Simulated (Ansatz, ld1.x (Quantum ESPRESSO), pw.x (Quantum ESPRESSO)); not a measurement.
# Tc: does the TM potential hold in the solid?

ld1.x (Quantum ESPRESSO) 7.5 input, shortened:

```
&input
   title='Tc', zed=43., rel=1, dft='PBE', iswitch=3,
   config='[Kr] 4d5 5s2 5p0'
 /
 &inputp
   pseudotype=2, tm=.true., lloc=-1, rcloc=2.40,
   nlcc=.true., rcore=1.95
 /
3
5S  1  0   2.00   0.00  2.55  2.55  0.0
5P  2  1   0.00   0.00  2.65  2.65  0.0
4D  3  2   5.00   0.00  2.10  2.10  0.0
 &test
   configts(1)='4d5 5s2 5p0'
 /
```

Atomic tests: cutoffs needed: 40 Ry and 50 Ry (the cutoffs (Ry, on a coarse ladder) from which the occupation-weighted sum of valence levels, in a spherical-Bessel basis at the reference potential, stays within 10 and 1 mRy of its value at 400 Ry); ghost test: ghost state, extra bound levels that the all-electron valence spectrum of the same l lacks: s at -3.7 eV; a true bound ghost makes a file unfit for plane-wave use (spherical-Bessel basis up to 400 Ry, 20 bohr box); configuration tests: 2 of 7 tests not solved or not reliable.

Crystal test: diamond Tc in pw.x 7.5, no spin, 8³ k-points, Fermi–Dirac smearing 0.01 Ry, cutoffs 60/240 Ry. The reference is all-electron LAPW (Ansatz 0.2.0) with the same functional, mesh and smearing; V0 and B0 come from Birch–Murnaghan fits to the pressures at five volumes. Errors are pseudo minus all-electron; Δ is the rms difference of the E(V) curves that follow from these fits, minima aligned, over ±6 % about the mean V0. Mesh and smearing are coarse, so the numbers serve the comparison and aren't converged zero-temperature values; the lattice is a test structure that the element need not adopt.

All-electron: a0 = 5.541 Å (V0 = 21.27 Å³/atom), B0 = 149.7 GPa.

Question: How far does the potential miss the all-electron equation of state?

Answer: mean pressure error (GPa): -2.77; a0 (Å): 5.506; a0 error (%): -0.64; B0 error (%): -2.2; Δ (meV/atom): 13.4. The largest radius (2.65 bohr) exceeds half the bond length (2.27 bohr), so the spheres overlap, which is one possible source of error among others. This is a poor potential for the solid. Note: ghost state, extra bound levels that the all-electron valence spectrum of the same l lacks: s at -3.7 eV. A true bound ghost makes a file unfit for plane-wave use. Atomic configuration tests: 2 of 7 tests not solved or not reliable. The logarithmic derivative shows an extra or strongly shifted pseudo pole above the reference energy (s near -0.27 Ry, p near 1.16 Ry).

```json
{"V (Å³/atom)": "20.207", "P all-electron (GPa)": "8.57", "P pseudo (GPa)": "5.00"}
{"V (Å³/atom)": "20.739", "P all-electron (GPa)": "3.99", "P pseudo (GPa)": "0.89"}
{"V (Å³/atom)": "21.271", "P all-electron (GPa)": "-0.01", "P pseudo (GPa)": "-2.73"}
{"V (Å³/atom)": "21.803", "P all-electron (GPa)": "-3.52", "P pseudo (GPa)": "-5.89"}
{"V (Å³/atom)": "22.335", "P all-electron (GPa)": "-6.58", "P pseudo (GPa)": "-8.68"}
```

Question: At the middle volume, how do free energy and pressure move when the wave cutoff is lowered (ecutrho kept at four times it)?

Answer:

```tsv
cutoff (Ry)	shift of F (meV/atom)	shift of P (GPa)
27	+2322.9	-71.45
36	+216.2	-11.80
48	+2.1	-0.07
```

Input at the middle volume:

```
&control
  calculation='scf', prefix='x', pseudo_dir='./', outdir='./tmp', tstress=.true., disk_io='low'
/
&system
  ibrav=0, nat=2, ntyp=1, ecutwfc=60, ecutrho=240, nbnd=15,
  occupations='smearing', smearing='fd', degauss=0.01
/
&electrons
  conv_thr=1e-09, mixing_beta=0.4, electron_maxstep=70
/
ATOMIC_SPECIES
Tc 1.0 Tc.UPF
CELL_PARAMETERS angstrom
  0.00000000 2.77074124 2.77074124
  2.77074124 0.00000000 2.77074124
  2.77074124 2.77074124 0.00000000
ATOMIC_POSITIONS crystal
Tc 0.0000 0.0000 0.0000
Tc 0.2500 0.2500 0.2500
K_POINTS automatic
8 8 8 0 0 0
```

```bash
pw.x < Tc.scf.in > Tc.scf.out
```

Lines of the output:

```
Message from routine setup:
     using ibrav=0 with symmetry is DISCOURAGED, use correct ibrav instead
     lattice parameter (alat)  =       7.4047  a.u.
     unit-cell volume          =     287.0876 (a.u.)^3
     number of electrons       =        14.00
     number of Kohn-Sham states=           15
     kinetic-energy cutoff     =      60.0000  Ry
     charge density cutoff     =     240.0000  Ry
     scf convergence threshold =      1.0E-09
     Exchange-correlation= PBE
     number of k points=    29  Fermi-Dirac smearing, width (Ry)=  0.0100
     iteration #  1     ecut=    60.00 Ry     beta= 0.40
     total energy              =     -51.36900115 Ry
     estimated scf accuracy    <       0.10367691 Ry
     iteration #  2     ecut=    60.00 Ry     beta= 0.40
     total energy              =     -51.37157147 Ry
     estimated scf accuracy    <       0.01826570 Ry
     iteration #  3     ecut=    60.00 Ry     beta= 0.40
     total energy              =     -51.37161158 Ry
     estimated scf accuracy    <       0.00277385 Ry
     iteration #  4     ecut=    60.00 Ry     beta= 0.40
     total energy              =     -51.37184153 Ry
     estimated scf accuracy    <       0.00001654 Ry
     iteration #  5     ecut=    60.00 Ry     beta= 0.40
     total energy              =     -51.37185468 Ry
     estimated scf accuracy    <       0.00000409 Ry
     iteration #  6     ecut=    60.00 Ry     beta= 0.40
     total energy              =     -51.37185490 Ry
     estimated scf accuracy    <       0.00000013 Ry
     iteration #  7     ecut=    60.00 Ry     beta= 0.40
     total energy              =     -51.37185495 Ry
     estimated scf accuracy    <       0.00000001 Ry
     iteration #  8     ecut=    60.00 Ry     beta= 0.40
     total energy              =     -51.37185495 Ry
     estimated scf accuracy    <          1.4E-09 Ry
     iteration #  9     ecut=    60.00 Ry     beta= 0.40
     the Fermi energy is     8.9677 ev
!    total energy              =     -51.37185495 Ry
     estimated scf accuracy    <          5.7E-11 Ry
     smearing contrib. (-TS)   =      -0.00914019 Ry
     The total energy is F=E-TS. E is the sum of the following terms:
     one-electron contribution =       9.14008682 Ry
     hartree contribution      =       6.52010566 Ry
     xc contribution           =     -16.61113819 Ry
     ewald contribution        =     -50.41176905 Ry
     convergence has been achieved in   9 iterations
          total   stress  (Ry/bohr**3)                   (kbar)     P=      -27.25
```

The run at the middle volume (29 k-points, 9 iterations) took about 16 s on one core of a shared host (Neoverse-V1, 32 threads, 247 GiB, load 29).
